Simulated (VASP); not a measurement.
# InP (Fm-3m) in VASP: a series of runs, part 2 of 2

VASP 6.6.1. The steps go on from the part before.

### 4 Relaxation of cell and atoms, PBE

INCAR reads:

```
ALGO = Normal
EDIFF = 1E-6
EDIFFG = -0.005
ENCUT = 600
GGA = PE
IBRION = 2
ISIF = 3
ISMEAR = 0
LASPH = T
LCHARG = F
LREAL = F
LWAVE = F
NELM = 100
NSW = 100
PREC = Accurate
SIGMA = 0.1
```

KPOINTS reads:

```
k-points
0
Gamma
  14 14 14
```

POSCAR reads:

```
InP
1.0
    0.0000000000      2.7684979249      2.7684979249
    2.7684979249      0.0000000000      2.7684979249
    2.7684979249      2.7684979249      0.0000000000
In P
1 1
Direct
    0.0000000000      0.0000000000      0.0000000000
    0.5000000000      0.5000000000      0.5000000000
```

Potentials or basis: VASP PAW PBE potentials, release 64 (In_d, P).

Command:

```
cat potpaw_PBE.64/In_d/POTCAR potpaw_PBE.64/P/POTCAR > POTCAR
mpirun -np 1 vasp_std > vasp.out
```

OUTCAR:

```text
EDIFF = 1E-6
   EDIFFG = -0.005
   ENCUT = 600
   GGA = PE
   IBRION = 2
   ISIF = 3
   ISMEAR = 0
   LASPH = T
   LREAL = F
   NELM = 100
   NSW = 100
   PREC = Accurate

 ion  position               nearest neighbor table
   1  0.000  0.000  0.000-   2 2.77   2 2.77   2 2.77   2 2.77   2 2.77   2 2.77
   2  0.500  0.500  0.500-   1 2.77   1 2.77   1 2.77   1 2.77   1 2.77   1 2.77

  LATTYP: Found a face centered cubic cell.
 ALAT       =     5.5369958498

  Lattice vectors:

 A1 = (   0.0000000000,   2.7684979249,   2.7684979249)
 A2 = (   2.7684979249,   0.0000000000,   2.7684979249)
 A3 = (   2.7684979249,   2.7684979249,   0.0000000000)

Analysis of symmetry for initial positions (statically):
=====================================================================
 Subroutine PRICEL returns:
 Original cell was already a primitive cell.

 Routine SETGRP: Setting up the symmetry group for a
 face centered cubic supercell.

 Subroutine GETGRP returns: Found 48 space group operations
 (whereof 48 operations were pure point group operations)
 out of a pool of 48 trial point group operations.

The static configuration has the point symmetry O_h .

Analysis of symmetry for dynamics (positions and initial velocities):
=====================================================================
 Subroutine PRICEL returns:
 Original cell was already a primitive cell.

 Routine SETGRP: Setting up the symmetry group for a
 face centered cubic supercell.

 Subroutine GETGRP returns: Found 48 space group operations
 (whereof 48 operations were pure point group operations)
 out of a pool of 48 trial point group operations.

The dynamic configuration has the point symmetry O_h .

 Subroutine INISYM returns: Found 48 space group operations
 (whereof 48 operations are pure point group operations),
 and found     1 'primitive' translations

----------------------------------------------------------------------------------------

                                     Primitive cell
[... 174 lines left out ...]

--------------------------------------- Ionic step        2  -------------------------------------------

 number of electron      17.9999998 magnetization

 Free energy of the ion-electron system (eV)
  ---------------------------------------------------
  ext. energy  EPLUGINS =         0.00000000
  ---------------------------------------------------
  free energy    TOTEN  =        -7.91814520 eV

  energy without entropy =       -7.91161671  energy(sigma->0) =       -7.91488095

 E-fermi :   6.9758     XC(G=0): -10.3875

 val. band max:        6.9634918358   @ k =   0.5000   0.3571   0.0714
 cond. band min:       6.9845016803   @ k =  -0.3571   0.1429   0.0000
 fundamental gap:      0.0210098446
 Fermi energy:         6.9758308112

 k-point     1 :       0.0000    0.0000    0.0000
  band No.  band energies     occupation
      1      -7.1948      2.00000
      2      -7.1948      2.00000
      3      -7.1749      2.00000
      4      -7.1749      2.00000
      5      -7.1749      2.00000
      6      -4.9854      2.00000
      7       6.7298      1.99950
      8       6.7298      1.99950
      9       6.7298      1.99950
     10       7.5211      0.00000
     11      14.1136      0.00000
     12      14.1136      0.00000
     13      14.1136      0.00000
[... 354 lines left out ...]
  band No.  band energies     occupation
      1      -7.2738      2.00000
      2      -7.1968      2.00000
      3      -7.1874      2.00000
      4      -7.1360      2.00000
      5      -7.1224      2.00000
      6      -4.0499      2.00000
      7       3.2521      2.00000
      8       6.0283      2.00000
      9       6.3105      2.00000
     10       9.3085      0.00000
     11      11.5394      0.00000
     12      12.6645      0.00000
     13      13.4620      0.00000

 [... further k-points ...]

------------------------ aborting loop because EDIFF is reached ----------------------------------------

  FORCE on cell =-STRESS in cart. coord.  units (eV):
  Direction    XX          YY          ZZ          XY          YZ          ZX
  --------------------------------------------------------------------------------------
  -------------------------------------------------------------------------------------
  Total       -0.0072835     -0.0072835     -0.0072835      0.0000000      0.0000000     -0.0000000
  in kB       -0.2743293     -0.2743293     -0.2743293      0.0000000      0.0000000     -0.0000000
  external PRESSURE =      -0.2743293 kB  Pullay stress =       0.0000000 kB

 VOLUME and BASIS-vectors are now :
 -----------------------------------------------------------------------------
  energy-cutoff  :      600.00
  volume of cell :       42.54
      direct lattice vectors                 reciprocal lattice vectors
     0.000000000  2.770656256  2.770656256    -0.180462661  0.180462661  0.180462661
     2.770656256  0.000000000  2.770656256     0.180462661 -0.180462661  0.180462661
     2.770656256  2.770656256  0.000000000     0.180462661  0.180462661 -0.180462661

 POSITION                                       TOTAL-FORCE (eV/Angst)
 -----------------------------------------------------------------------------------
      2.77066      2.77066      5.54131         0.000000      0.000000      0.000000
      2.77066      2.77066      2.77066        -0.000000     -0.000000     -0.000000
 -----------------------------------------------------------------------------------
    total drift:                               -0.000000     -0.000000     -0.000000

  FREE ENERGIE OF THE ION-ELECTRON SYSTEM (eV)
  ---------------------------------------------------
  free  energy   TOTEN  =        -7.9181451971 eV

  energy  without entropy=       -7.9116167070  energy(sigma->0) =       -7.91488095

 reached required accuracy - stopping structural energy minimisation
```

OSZICAR:

```text
N       E                     dE             d eps       ncg     rms          rms(c)
DAV:   1     0.116233326269E+03    0.11623E+03   -0.95729E+03  2747   0.181E+03
[... 13 lines left out ...]
DAV:   1    -0.791898955634E+01   -0.87749E-03   -0.22166E-02  3624   0.321E+00    0.187E-01
DAV:   2    -0.791827846768E+01    0.71109E-03   -0.14915E-03  3569   0.947E-01    0.681E-02
DAV:   3    -0.791815337397E+01    0.12509E-03   -0.38471E-04  3624   0.443E-01    0.359E-02
DAV:   4    -0.791815082654E+01    0.25474E-05   -0.13008E-05  2904   0.391E-02    0.240E-02
DAV:   5    -0.791814656013E+01    0.42664E-05   -0.13063E-06  2299   0.143E-02    0.800E-03
DAV:   6    -0.791814489930E+01    0.16608E-05   -0.92891E-07  1787   0.108E-02    0.246E-03
DAV:   7    -0.791814519713E+01   -0.29783E-06   -0.15818E-07  1472   0.542E-03
   2 F= -.79181452E+01 E0= -.79148810E+01  d E =-.325494E-04
```

CONTCAR:

```text
InP
   1.00000000000000
     0.0000000000000000    2.7706562555508456    2.7706562555508456
     2.7706562555508456    0.0000000000000000    2.7706562555508456
     2.7706562555508456    2.7706562555508456    0.0000000000000000
  In              P
     1     1
Direct
     1.0000000000000000    1.0000000000000000    0.0000000000000000
     0.5000000000000000    0.5000000000000000    0.5000000000000000

  0.00000000E+00  0.00000000E+00  0.00000000E+00
  0.00000000E+00  0.00000000E+00  0.00000000E+00
```

Run time: 32 s. Hardware: 1 thread of Intel Xeon 6975P-C (Granite Rapids), shared host; peak memory 0.23 GiB.

Results:

| Property | Result |
| --- | --- |
| Free energy | -7.9181 eV |
| Relaxed volume | 21.27 Å³/atom |
| Relaxed cell | a = 3.918 Å, b = 3.918 Å, c = 3.918 Å, α = 60.00°, β = 60.00°, γ = 60.00° |
| Space group after relaxing (to 0.05 Å) | Fm-3m (No. 225) |
| Energy gained by relaxing | 0.0 meV/atom |
| Ionic steps | 2 |
| Pressure after relaxing | 0.0 GPa |
| Band gap on the k mesh | none (metal or under the smearing width) |

Final structure:
```xyz
2
Lattice="0.0000 2.7707 2.7707 2.7707 0.0000 2.7707 2.7707 2.7707 0.0000" Properties=species:S:1:pos:R:3 pbc="T T T"
In    2.7707    2.7707    5.5413
P     2.7707    2.7707    2.7707
```

### 5 Single point, PBE

INCAR reads:

```
  PREC = Accurate
  ENCUT = 520
  EDIFF = 1E-7
  ISMEAR = 0
  SIGMA = 0.1
  LREAL = False
  LASPH = True
  NELM = 100
  ALGO = Fast
  ISIF = 2
  LWAVE = False
  LCHARG = False
  GGA = PE
  NBANDS = 16
```

KPOINTS reads:

```
Automatic mesh
0
Gamma
  12 12 12
```

POSCAR is that of step 4.

Command:

```
cat potpaw_PBE.64/In_d/POTCAR potpaw_PBE.64/P/POTCAR > POTCAR
mpirun -np 1 vasp_std > vasp.out
```

Run time: 32 s. Hardware: 1 thread of Intel Xeon 6975P-C (Granite Rapids), shared host; peak memory 0.19 GiB.

Results (log left out):

| Quantity | Value |
| --- | --- |
| Free energy | -7.9179 eV |
| Pressure | 0.0 GPa |
| Band gap on the k mesh | none (metal or under the smearing width) |

Levels at points of the mesh, in eV from the Fermi level:
```tsv
k point	band 7	band 8	band 9	band 10	band 11	band 12
(0.00, 0.00, 0.00)	-0.29	-0.29	-0.29	0.51	7.08	7.08
(0.50, 0.00, 0.00)	-6.65	0.13	0.13	2.47	3.39	3.39
(0.50, 0.50, 0.00)	-4.96	-2.53	-2.35	-2.35	3.82	9.85
```

### 6 Relaxation of cell and atoms, PBE

This run uses another cell than the first one, of 23.27 Å³/atom, 1.095 times its volume.

INCAR reads:

```
  ALGO = Normal
  EDIFF = 1E-6
  EDIFFG = -0.005
  ENCUT = 600
  GGA = PE
  IBRION = 2
  ISIF = 3
  ISMEAR = 0
  LASPH = T
  LCHARG = F
  LREAL = F
  LWAVE = F
  NELM = 100
  NSW = 100
  PREC = Accurate
  SIGMA = 0.1
```

KPOINTS reads:

```
k-points
0
Gamma
  12 12 12
```

POSCAR reads:

```
InP
1.0
    0.0000000000      2.8550000000      2.8550000000
    2.8550000000      0.0000000000      2.8550000000
    2.8550000000      2.8550000000      0.0000000000
In P
1 1
Direct
    0.0000000000      0.0000000000      0.0000000000
    0.5000000000      0.5000000000      0.5000000000
```

Potentials or basis: VASP PAW PBE potentials, release 64 (In_d, P).

Command:

```
cat potpaw_PBE.64/In_d/POTCAR potpaw_PBE.64/P/POTCAR > POTCAR
mpirun -np 1 vasp_std > vasp.out
```

It took 77 s on 1 thread of Intel Xeon 6975P-C (Granite Rapids), shared host; peak memory 0.22 GiB.

It converged, with:

| Item | Value |
| --- | --- |
| Free energy | -7.9184 eV |
| Relaxed volume | 21.23 Å³/atom |
| Relaxed cell | a = 3.916 Å, b = 3.916 Å, c = 3.916 Å, α = 60.00°, β = 60.00°, γ = 60.00° |
| Space group after relaxing (to 0.05 Å) | Fm-3m (No. 225) |
| Energy gained by relaxing | 37.8 meV/atom |
| Ionic steps | 15 |
| Pressure after relaxing | 0.0 GPa |
| Band gap on the k mesh | none (metal or under the smearing width) |

Step by step:
```tsv
step	energy change (eV)	largest force (eV/Å)	pressure (GPa)	volume (Å³)
1	0.0000	0.0000	-5.40	46.54
2	-0.0701	0.0000	1.85	41.46
3	-0.0756	0.0000	0.05	42.44
4	-0.0756	0.0000	-0.13	42.52
5	-0.0756	0.0000	-0.14	42.52
6	-0.0756	0.0000	-0.11	42.51
7	-0.0756	0.0000	-0.11	42.51
8	-0.0756	0.0000	-0.11	42.51
9	-0.0756	0.0000	-0.11	42.51
10	-0.0756	0.0000	-0.12	42.51
11	-0.0756	0.0000	-0.12	42.51
12	-0.0756	0.0000	-0.10	42.51
13	-0.0756	0.0000	-0.08	42.50
14	-0.0756	0.0000	-0.06	42.48
15	-0.0756	0.0000	-0.01	42.45
```

Final structure:
```yaml
crystal:
  lattice:
    - [0.00000, 2.76875, 2.76875]
    - [2.76875, 0.00000, 2.76875]
    - [2.76875, 2.76875, 0.00000]
  atoms:
    - { symbol: In, position: [0.00000, 0.00000, 0.00000] }
    - { symbol: P, position: [0.50000, 0.50000, 0.50000] }
```

Levels at points of the mesh, in eV from the Fermi level:
```
           k point  band 7  band 8  band 9  band 10  band 11  band 12
(0.00, 0.00, 0.00)   -0.29   -0.29   -0.29     0.51     7.08     7.08
(0.50, 0.00, 0.00)   -6.65    0.13    0.13     2.47     3.39     3.39
(0.50, 0.50, 0.00)   -4.96   -2.53   -2.35    -2.35     3.82     9.85
```

### 7 Summary

| task | cell | k mesh | cutoff (eV) | smearing | gap on the mesh (eV) | pressure (GPa) | relaxed volume (Å³/atom) |
| --- | --- | --- | --- | --- | --- | --- | --- |
| single point | Fm-3m, 21.26 Å³/atom | 20 × 20 × 20 | 520 | gaussian 0.15 eV | none | -0.1 | - |
| single point | Fm-3m, 21.26 Å³/atom | 14 × 14 × 14 | 520 | gaussian 0.1 eV | none | 0.0 | - |
| relaxation of cell and atoms | relaxed | 14 × 14 × 14 | 600 | gaussian 0.1 eV | none | 0.0 | 21.27 |
| single point | Fm-3m, 21.22 Å³/atom | 12 × 12 × 12 | 520 | gaussian 0.1 eV | none | 0.0 | - |
| relaxation of cell and atoms | relaxed | 12 × 12 × 12 | 600 | gaussian 0.1 eV | none | 0.0 | 21.23 |

Alike in all rows: level PBE; potentials or basis VASP PAW PBE potentials, release 64 (In_d, P); no spin polarisation.

Every run on the cell as given and a fine mesh finds a metal.

Total energies depend on the potentials used, so only differences within one code and one set of settings carry meaning.
